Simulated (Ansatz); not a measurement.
## A sublattice moved along a line in WSe2

Theory: DFT PBEsol, scalar-relativistic, plane waves, PAW in Ansatz. Settings: plane waves to 420 eV, k-mesh 12×12×2 (Γ-centred), Gaussian smearing 0.05 eV. Spin–orbit coupling is left out, which matters for the heavy elements here. No spin polarisation. Energies are free energies at this smearing, counted from the undisturbed cell; pressure is positive in compression.

Zero of the scan (as given, not relaxed at this level; it stands at -1.1 GPa; this form isn't the usual structure):

```yaml
crystal:
  lattice:
    - [3.31794, 0.00000, 0.00000]
    - [-1.65897, 2.87342, 0.00000]
    - [0.00000, 0.00000, 16.65814]
  atoms:
    - { symbol: W, position: [0.00000, 0.00000, 0.00000] }
    - { symbol: Se, position: [0.33333, 0.66667, 0.09979] }
    - { symbol: Se, position: [0.33333, 0.66667, 0.90021] }
```

The cell holds layers and no dispersion correction was added, so their binding is poorly described.

Every Se atom is moved by x along the Cartesian unit vector (0.707, -0.707, 0.000); the cell and all other atoms stay fixed.

```csv
x (Å),ΔE (meV/cell),force along x on the moved atoms (eV/Å),pressure (GPa),gap on the mesh (eV)
-0.3000,831.5,5.51,1.0,1.16
-0.2250,?,?,0.0,1.42
-0.1500,207.9,2.78,-0.6,1.50
0.0000,0.0,0.00,-1.1,1.52
0.0750,50.7,-1.34,-1.0,1.51
0.1500,199.7,-2.62,-0.6,1.50
0.2250,?,?,-0.1,1.44
0.3000,762.9,-4.79,0.6,1.31
```

Q: Give the withheld values.

A: ΔE (meV/cell) at x (Å) = -0.2250: 468.4; force along x on the moved atoms (eV/Å) at x (Å) = -0.2250: 4.16; ΔE (meV/cell) at x (Å) = 0.2250: 440.3; force along x on the moved atoms (eV/Å) at x (Å) = 0.2250: -3.78.